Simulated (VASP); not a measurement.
# Mg (P6_3/mmc) in VASP: further runs

One crystal, Mg, is run at these levels: r2SCAN, SCAN, rSCAN; tasks: band structure.

Program: VASP 6.6.1. These are calculated values, not measurements. Logs are shortened: lines on timing, memory, paths and dates and some standing lists are left out, and cuts for length are marked.

## 1. The crystal as given

The structure is hexagonal, space group P6_3/mmc (No. 194). The conventional cell has a = 3.209 Å, b = 3.209 Å, c = 5.210 Å, α = 90.00°, β = 90.00°, γ = 120.00°. Mg (site symmetry -6m2) has 12 Mg at 3.20 to 3.21 Å as nearest neighbours.

## 2. Band structure, r2SCAN

Input file INCAR:

```
SYSTEM = Mg
PREC = Accurate ; ENCUT = 520
EDIFF = 1E-6 ; ISMEAR = -1
SIGMA = 0.05 ; LREAL = .False.
LASPH = .True. ; NELM = 60
ALGO = Normal ; ISIF = 2
LWAVE = .False. ; LCHARG = .False.
METAGGA = R2SCAN ; LMIXTAU = .True.
NBANDS = 9
```

Input file KPOINTS:

```
Automatic mesh
0
Gamma
  10 10 5
  0 0 0
```

Input file POSCAR:

```
Mg
1.0
    3.2093000000      0.0000000000      0.0000000000
   -1.6046500000      2.7793353284      0.0000000000
    0.0000000000      0.0000000000      5.2103000000
Mg
2
Direct
    0.6666666667      0.3333333333      0.7500000000
    0.3333333333      0.6666666667      0.2500000000
```

Input file KPOINTS_OPT:

```
path GMKGALHA,LM,KH
10
line-mode
reciprocal
 0.0000000000  0.0000000000  0.0000000000  G
 0.5000000000  0.0000000000  0.0000000000  M

 0.5000000000  0.0000000000  0.0000000000  M
 0.3333333333  0.3333333333  0.0000000000  K

 0.3333333333  0.3333333333  0.0000000000  K
 0.0000000000  0.0000000000  0.0000000000  G

 0.0000000000  0.0000000000  0.0000000000  G
 0.0000000000  0.0000000000  0.5000000000  A

 0.0000000000  0.0000000000  0.5000000000  A
 0.5000000000  0.0000000000  0.5000000000  L

 0.5000000000  0.0000000000  0.5000000000  L
 0.3333333333  0.3333333333  0.5000000000  H

 0.3333333333  0.3333333333  0.5000000000  H
 0.0000000000  0.0000000000  0.5000000000  A

 0.5000000000  0.0000000000  0.5000000000  L
 0.5000000000  0.0000000000  0.0000000000  M

 0.3333333333  0.3333333333  0.0000000000  K
 0.3333333333  0.3333333333  0.5000000000  H
```

Potentials or basis: VASP PAW PBE potentials, release 64 (Mg).

Command:

```console
> cat potpaw_PBE.64/Mg/POTCAR > POTCAR
> mpirun -np 1 vasp_std > vasp.out
```

OUTCAR:

```text
SYSTEM = Mg
   PREC = Accurate
   ENCUT = 520
   EDIFF = 1E-6
   ISMEAR = -1
   LREAL = .False.
   LASPH = .True.
   NELM = 60
   ISIF = 2
   METAGGA = R2SCAN

 ion  position               nearest neighbor table
   1  0.667  0.333  0.750-   2 3.20   2 3.20   2 3.20   2 3.20   2 3.20   2 3.20
   2  0.333  0.667  0.250-   1 3.20   1 3.20   1 3.20   1 3.20   1 3.20   1 3.20

  LATTYP: Found a hexagonal cell.
 ALAT       =     3.2093000000
 C/A-ratio  =     1.6235004518

  Lattice vectors:

 A1 = (   3.2093000000,   0.0000000000,   0.0000000000)
 A2 = (  -1.6046500000,   2.7793353284,   0.0000000000)
 A3 = (   0.0000000000,   0.0000000000,   5.2103000000)

Analysis of symmetry for initial positions (statically):
=====================================================================
 Subroutine PRICEL returns:
 Original cell was already a primitive cell.

 Routine SETGRP: Setting up the symmetry group for a
 hexagonal supercell.

 Subroutine GETGRP returns: Found 24 space group operations
 (whereof 12 operations were pure point group operations)
 out of a pool of 24 trial point group operations.

The static configuration has the point symmetry D_3d.
 The point group associated with its full space group is D_6h.

Analysis of symmetry for dynamics (positions and initial velocities):
=====================================================================
 Subroutine PRICEL returns:
 Original cell was already a primitive cell.

 Routine SETGRP: Setting up the symmetry group for a
 hexagonal supercell.

 Subroutine GETGRP returns: Found 24 space group operations
 (whereof 12 operations were pure point group operations)
 out of a pool of 24 trial point group operations.

The dynamic configuration has the point symmetry D_3d.
 The point group associated with its full space group is D_6h.

 Subroutine INISYM returns: Found 24 space group operations
 (whereof 12 operations are pure point group operations),
 and found     1 'primitive' translations

----------------------------------------------------------------------------------------

                                     Primitive cell

  volume of cell :      46.4744

  direct lattice vectors                    reciprocal lattice vectors
     3.209300000  0.000000000  0.000000000     0.311594429  0.179899127  0.000000000
    -1.604650000  2.779335328  0.000000000     0.000000000  0.359798255  0.000000000
     0.000000000  0.000000000  5.210300000     0.000000000  0.000000000  0.191927528

  length of vectors
     3.209300000  3.209300000  5.210300000     0.359798255  0.359798255  0.191927528

[... 81 lines left out ...]
   LREAL  =      F    real-space projection
   EDIFFG = 0.1E-04   stopping-criterion for IOM
   NSW    =      0    number of steps for IOM
   IBRION =     -1    ionic relax: 0-MD 1-quasi-New 2-CG
   NFREE  =      0    steps in history (QN), initial steepest desc. (CG)
   ISIF   =      2    stress and relaxation
   ISYM   =      2    0-nonsym 1-usesym 2-fastsym
   POTIM  = 0.5000    time-step for ionic-motion
   TEBEG  =    0.0;   TEEND  =   0.0 temperature during run
   PSTRESS=    0.0 pullay stress
   NELECT =       4.0000    total number of electrons
   NUPDOWN=      -1.0000    fix difference up-down
   EMIN   =  10.00;   EMAX   =-10.00  energy-range for DOS
   EFERMI =   0.00;   METHOD = LEGACY
   ISMEAR =    -1;   SIGMA  =   0.05  broadening in eV -4-tet -1-fermi 0-gaus
   EFERMI_NEDOS =   21; number of points for ismear=-14 and -15
   IALGO  =     38    algorithm
   IMIX   =      4    mixing-type and parameters
     AMIX     =   0.40;   BMIX     =  1.00
     AMIX_MAG =   1.60;   BMIX_MAG =  1.00
  volume/ion in A,a.u.               =      23.24       156.81
  Fermi-wavevector in a.u.,A,eV,Ry     =   0.722809  1.365911  7.108401  0.522453
  Thomas-Fermi vector in A             =   1.812866
   LORBIT       =      0    0 simple, 1 ext, 2 COOP (PROOUT), +10 PAW based schemes
   METAGGA = R2SCAN    functional components
   LHFCALC =     F    Hartree Fock is set to
   AEXX    =    0.0000 exact exchange contribution
   IVDW    =     0    specifies the selected vdW correction
   LEPSILON=     F    determine dielectric tensor
   LRPA    =     F    only Hartree local field effects (RPA)
 non-spin polarized calculation
  energy-cutoff  :      520.00
  volume of cell :       46.47
 maximum number of plane-waves:      1277
 NGX is ok and might be reduce to    24
   NGX = 11   NGY = 11   NGZ = 19

 number of electron       4.0000000 magnetization

 Free energy of the ion-electron system (eV)
  ---------------------------------------------------
  ext. energy  EPLUGINS =         0.00000000
  ---------------------------------------------------
  free energy    TOTEN  =        -8.28241786 eV

  energy without entropy =       -8.27274310  energy(sigma->0) =       -8.27758048

 E-fermi :   2.6244     XC(G=0):  -9.0003

 val. band max:        2.6145872649   @ k =   0.4000   0.1000   0.4000
 cond. band min:       2.6565224709   @ k =   0.3000   0.3000   0.0000
 fundamental gap:      0.0419352059
 Fermi energy:         2.6244482231

 k-point     1 :       0.0000    0.0000    0.0000
  band No.  band energies     occupation
      1      -4.7520      2.00000
      2       0.6992      2.00000
      3       1.3864      2.00000
      4      14.2144      0.00000
      5      14.2144      0.00000
      6      14.3482      0.00000
      7      14.3482      0.00000
      8      15.1160      0.00000
      9      16.9329      0.00000
[... 265 lines left out ...]
 k-point    24 :       0.4000    0.1000    0.2000
  band No.  band energies     occupation
      1      -0.2536      2.00000
      2       1.6489      2.00000
      3       3.2446      0.00001
      4       5.0704      0.00000
      5       7.1118      0.00000
      6       8.2612      0.00000
      7       9.9183      0.00000
      8      11.1856      0.00000
      9      13.9046      0.00000

 [... further k-points ...]
[... 5 lines left out ...]
  --------------------------------------------------------------------------------------
  -------------------------------------------------------------------------------------
  Total       -0.4633744     -0.4633744     -0.2125132      0.0000000      0.0000000      0.0000000
  in kB      -15.9745482    -15.9745482     -7.3262632      0.0000000      0.0000000      0.0000000
  external PRESSURE =     -13.0917866 kB  Pullay stress =       0.0000000 kB

 VOLUME and BASIS-vectors are now :
 -----------------------------------------------------------------------------
  energy-cutoff  :      520.00
  volume of cell :       46.47
      direct lattice vectors                 reciprocal lattice vectors
     3.209300000  0.000000000  0.000000000     0.311594429  0.179899127  0.000000000
    -1.604650000  2.779335328  0.000000000     0.000000000  0.359798255  0.000000000
     0.000000000  0.000000000  5.210300000     0.000000000  0.000000000  0.191927528

 POSITION                                       TOTAL-FORCE (eV/Angst)
 -----------------------------------------------------------------------------------
      1.60465      0.92645      3.90773         0.000000     -0.000000      0.000000
     -0.00000      1.85289      1.30258        -0.000000      0.000000      0.000000
 -----------------------------------------------------------------------------------
    total drift:                                0.000000     -0.000000      0.000000

  FREE ENERGIE OF THE ION-ELECTRON SYSTEM (eV)
  ---------------------------------------------------
  free  energy   TOTEN  =        -8.2824178568 eV

  energy  without entropy=       -8.2727430957  energy(sigma->0) =       -8.27758048
```

stdout:

```text
POSCAR found type information on POSCAR Mg
 POSCAR found :  1 types and       2 ions
 scaLAPACK will be used
 -----------------------------------------------------------------------------
|                                                                             |
|                                                                             |
|     You enforced a specific xc type in the INCAR file but a different       |
|     I HOPE YOU KNOW WHAT YOU ARE DOING!                                     |
|                                                                             |
 -----------------------------------------------------------------------------

 LDA part: xc-table for (None), standard interpolation
 POSCAR, INCAR and KPOINTS ok, starting setup
 FFT: planning ... GRIDC
 FFT: planning ... GRID_SOFT
 FFT: planning ... GRID
 WAVECAR not read
 entering main loop
 Start KPOINTS_OPT (optional k-point list driver)
k-point batch [1-42\90]
k-point batch [43-84\90]
k-point batch [85-90\90]
```

Run time: 3.7 min. Hardware: 1 thread of AMD EPYC, shared host; peak memory 0.15 GiB.

Results:

| Quantity | Value |
| --- | --- |
| Free energy | -8.2824 eV |
| Pressure | -1.3 GPa |
| Band gap along the path | none (metal or under the smearing width) |

Levels at the corners of the path, in eV from the Fermi level:
```
point  band 1  band 2  band 3  band 4  band 5  band 6
    Γ   -7.38   -1.93   -1.24   11.59   11.59   11.72
    M   -2.39   -2.23    2.76    3.07    3.50    3.95
    M   -2.39   -2.23    2.76    3.07    3.50    3.95
    K   -0.81   -0.63   -0.63    4.33    4.33    4.54
    K   -0.81   -0.63   -0.63    4.33    4.33    4.54
    Γ   -7.38   -1.93   -1.24   11.59   11.59   11.72
    Γ   -7.38   -1.93   -1.24   11.59   11.59   11.72
    A   -5.91   -5.91    5.31    5.31   12.35   12.35
    A   -5.91   -5.91    5.31    5.31   12.35   12.35
    L   -1.28   -1.28   -0.43   -0.43    8.45    8.45
    L   -1.28   -1.28   -0.43   -0.43    8.45    8.45
    H    0.13    0.13    0.58    0.58    1.79    1.79
    H    0.13    0.13    0.58    0.58    1.79    1.79
    A   -5.91   -5.91    5.31    5.31   12.35   12.35
    L   -1.28   -1.28   -0.43   -0.43    8.45    8.45
    M   -2.39   -2.23    2.76    3.07    3.50    3.95
    K   -0.81   -0.63   -0.63    4.33    4.33    4.54
    H    0.13    0.13    0.58    0.58    1.79    1.79
```

Caveat: the PAW data sets were made with another functional, which shifts forces and pressure a little.

(Part 1 of 2 ends here.)
